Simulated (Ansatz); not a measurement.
**CuAu (R-3m): charge-density difference against the sublattices**

Wanted for CuAu (R-3m): a charge-density difference against the sublattices.

All numbers are computed with Ansatz 0.2.0, driven from Python. Level of theory: DFT LDA, plane waves, PAW.

## Step 1: The system

Symmetry: R-3m, No. 166, trigonal system. The conventional cell has a = 2.886 Å, b = 2.886 Å, c = 12.769 Å, α = 90.00°, β = 90.00°, γ = 120.00°. Cu (site symmetry -3m) has 6 Au at 2.70 Å and 6 Cu at 2.89 Å as nearest neighbours. Au (site symmetry -3m) is surrounded by 6 Cu at 2.70 Å and 6 Au at 2.89 Å.

The script holds or builds the structure itself.

## Step 2: The code

Input file drho_cuau.py:

```python
# -*- coding: utf-8 -*-
"""Density of CuAu less that of its sublattices."""

import ansatz as az
import numpy as np

vectors0 = np.array([
    [1.44305685, 0.83314926, 4.25617076],
    [-1.44305685, 0.83314926, 4.25617076],
    [0.0, -1.66629852, 4.25617076],
])
sites = [
    ("Cu", (0.5, 0.5, 0.5)),
    ("Au", (0.0, 0.0, 0.0)),
]


def make_crystal(cell):
    crystal = az.Crystal(lattice=az.Lattice.of(cell))
    for symbol, position in sites:
        crystal = crystal.atom(symbol, position)
    return crystal

# one cutoff and one grid for all runs, so that the fields can be subtracted
def solve(crystal):
    return (
        crystal.calculation()
        .functional("lda")
        .occupations(az.OccupationsMethod.GAUSSIAN, width=0.15)
        .scf(tolerance=1e-06, extra_bands=12)
        .basis(460, grid_basis="typed")
        .kpoints(9, 9, 9)
        .density()
        .run(threads=1)
    )


whole = solve(make_crystal(vectors0))
difference = whole.density().channels[0].density_e_per_ang3.copy()
binding = whole.report["free_energy_ev"]
for element in ["Cu", "Au"]:
    part = az.Crystal(lattice=az.Lattice.of(vectors0))
    for symbol, position in sites:
        if symbol == element:
            part = part.atom(symbol, position)
    alone = solve(part)
    difference -= alone.density().channels[0].density_e_per_ang3
    binding -= alone.report["free_energy_ev"]
    print(f"{element} sublattice: {alone.report['n_electrons']:g} electrons, {alone.report['n_iterations']} iterations")

voxel = abs(np.linalg.det(vectors0)) / difference.size
print(f"energy of the crystal less its unpolarised sublattices: {binding / len(sites):.4f} eV/atom")
print(f"net charge of the difference {difference.sum() * voxel:.5f} e, charge moved {0.5 * np.abs(difference).sum() * voxel:.3f} e")
print(f"extremes {difference.min():.4f} and {difference.max():.4f} e/A^3")
for (symbol, position) in sites:
    index = tuple(int(round(p * n)) % n for p, n in zip(position, difference.shape))
    print(f"  change of the pseudo-density at the grid point nearest {symbol}: {difference[index]:+.4f} e/A^3")
profile = difference.mean(axis=(0, 1))
print("planar mean along the third vector:", np.round(profile[:: max(len(profile) // 12, 1)], 4))
```

## Step 3: Launch

Launch:

```sh
python drho_cuau.py
```

The program printed:

```text
Cu sublattice: 19 electrons, 6 iterations
Au sublattice: 19 electrons, 6 iterations
energy of the crystal less its unpolarised sublattices: -1.2632 eV/atom
net charge of the difference 0.00000 e, charge moved 0.239 e
extremes -0.2301 and 0.0528 e/A^3
  change of the pseudo-density at the grid point nearest Cu: -0.1995 e/A^3
  change of the pseudo-density at the grid point nearest Au: -0.0265 e/A^3
planar mean along the third vector: [-0.0063 -0.0055 -0.0028  0.0017  0.0054  0.0057  0.0026 -0.0019 -0.0041
 -0.0019  0.0026  0.0057  0.0054  0.0017 -0.0028 -0.0055]
```

It took 8.7 s on 1 thread of Arm Neoverse V1, shared host; peak memory 0.42 GiB.

Lines on the test bed's own set-up are left out of the output.

A comment line of the script is reworded here; the code is as run.

## Step 4: What each run gave

The 3 runs, in the order started:

```csv
run,system,energy (eV/atom),volume (Å³/atom),SCF cycles,CPU time (s)
1,CuAu (2 atoms),-9710.2512,15.35,6,3.4
2,Cu (1 atom),-6553.8394,30.70,6,2.2
3,Au (1 atom),-12864.1367,30.70,6,2.1
```

Energies are free energies F = E - TS of the smeared occupations. Totals carry meaning only in balanced differences at one level of theory.

## Step 5: Outcome

```
                    quantity            value
                charge moved          0.239 e
crystal less its sublattices  -1.2632 eV/atom
               runs compared                3
```

**Reading.** All 3 runs converged. Reading the output:
- The mesh is modest for a metal, so energies can be off by several to tens of meV an atom and pressures by half a GPa or more; differences at equal mesh fare better.
- Spin-orbit coupling, which matters for elements this heavy, is left out.
- The fields are valence quantities on the plane-wave grid; their values near the nuclei depend on the potentials.
- The structure comes from a database of computed cells and needn't be a stable or known phase.
- Charge moved counts every rearrangement, bonding and polarisation too, and is no transfer between atoms; the bare sublattices are artificial references.
